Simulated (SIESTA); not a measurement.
HfO2 under changes of volume

One of the cells (10.912 Å³/atom); the others are scaled copies at fixed shape and fractional positions:

```
CELL_PARAMETERS angstrom
3.55802 0.00000 0.00000
0.00000 3.55802 0.00000
0.00000 0.00000 5.17186
ATOMIC_POSITIONS crystal
Hf 0.00000 0.00000 0.00000
Hf 0.50000 0.50000 0.50000
O 0.00000 0.50000 0.19721
O 0.50000 0.00000 0.30279
O 0.50000 0.00000 0.80279
O 0.00000 0.50000 0.69721
```

Measurements of this composition are mostly on another form, of space group No. 14.

| Quantity | Value |
| --- | --- |
| Program | SIESTA 5.4.2 |
| Functional | LDA |
| Potentials or basis | PseudoDojo 0.4 standard (LDA files) |
| Basis | DZP (energy shift 0.003 Ry; two zetas on semicore shells) |
| Grid cutoff | 800 Ry |
| Energy shift | 0.003 Ry |
| k mesh | 6 × 6 × 4 |
| Occupations | fermi-dirac, width 0.05 eV |
| Spin | no spin polarisation |

| volume (Å³/atom) | energy over the lowest point (meV/atom) | pressure (GPa) | gap on the mesh (eV) | largest force (eV/Å) |
| --- | --- | --- | --- | --- |
| 10.257 | ? | ? | ? | ? |
| 10.476 | 6.73 | 8.0 | 4.57 | 0.398 |
| 10.694 | 0.00 | 2.0 | 4.50 | 0.276 |
| 10.912 | 1.02 | -3.4 | 4.43 | 0.158 |
| 11.130 | 9.02 | -8.3 | 4.37 | 0.049 |
| 11.349 | 23.32 | -12.6 | 4.30 | 0.049 |
| 11.567 | 43.24 | -16.6 | 4.24 | 0.143 |

Question: What does the run at 10.257 Å³/atom give?

Answer: Energy over the lowest point 22.07 meV/atom; pressure 14.7 GPa; gap on the mesh 4.63 eV; largest force 0.533 eV/Å.

Worked out: A Birch-Murnaghan fit of order 3 (a polynomial in V^(-2/3)) to the other rows has its minimum at 10.77 Å³/atom with B0 = V·E''(V) = 271 GPa and B' = 4.3 at fixed shape and positions, which overstates the stiffness. It gives 22.17 meV/atom at 10.257 Å³/atom, against the run's 22.07, and -dE/dV = 14.7 GPa, against 14.7. A straight line through the other rows of the gap, of slope -3.33 eV per unit of ln V, extrapolates to 4.64 eV, against the run's 4.63.

Energies are extrapolated to zero smearing.

Caveats: short orbitals over semicore shells can move pressures by several GPa; spin-orbit coupling is left out, which moves the levels of the heavy elements; the basis of atomic orbitals isn't converged, which shifts pressures, moduli and gaps.

A mesh can miss the band edges.
